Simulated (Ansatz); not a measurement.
# Field gradients at the nuclei in Ta5N6

The cell is a computed structure from the Materials Project (it need not be an observed phase).

Space group P6_3/mcm (No. 193); a = 5.1913, c = 10.4379 Å, γ = 120.00°.

```
site  Wyckoff  site symmetry       x       y       z
 Ta1       6g            m2m  0.6762  0.0000  0.7500
 Ta7       4d            3.2  0.3333  0.6667  0.5000
   N      12k            ..m  0.3413  0.3413  0.3786
```

One atom of each set is listed.

Computed with Ansatz: DFT, r2SCAN, plane waves and PAW (field gradients read without the response of the frozen cores, which leaves them typically 4 to 6 % off), scalar-relativistic, 500 eV cutoff, Γ-centred 7×7×4 k-points, Fermi–Dirac smearing 0.05 eV.

V_zz is the principal component of the electric field gradient with the largest magnitude, η = (V_xx − V_yy)/V_zz and C_Q = eQV_zz/h.

Ta-181: I = 7/2, Q = 3170 mb; N-14: I = 1, Q = 20.44 mb. Quadrupole moments are those of Pyykkö's year-2017 table.

```csv
site,atoms,first shell,V_zz (10²¹ V/m²),η,C_Q (MHz)
Ta1,6,6 N at 2.19–2.20 Å,-9.30,0.04,-713
Ta7,4,6 N at 2.13 Å,-2.24,0.00,-172
N,12,5 Ta at 2.13–2.20 Å,0.79,0.70,0.390
```

An axis of threefold or higher order runs through Ta7, so V_zz lies along it and η is zero.

The run finds no gap above 0.1 eV (a metal, or nearly one), so the gradients can move by 10 % or more with the k-mesh. Without spin–orbit coupling the gradients at and beside Ta can be off by some per cent, at some sites by more.

Hardware: 1 thread of AMD EPYC 9R14 (Zen 4) (x86_64; 16 cores open to the job, memory cap 3.0 GiB, no GPU), a shared host with a load of 0.2 a core. Wall time 54 s, CPU time 54 s, peak memory 1.4 GiB.
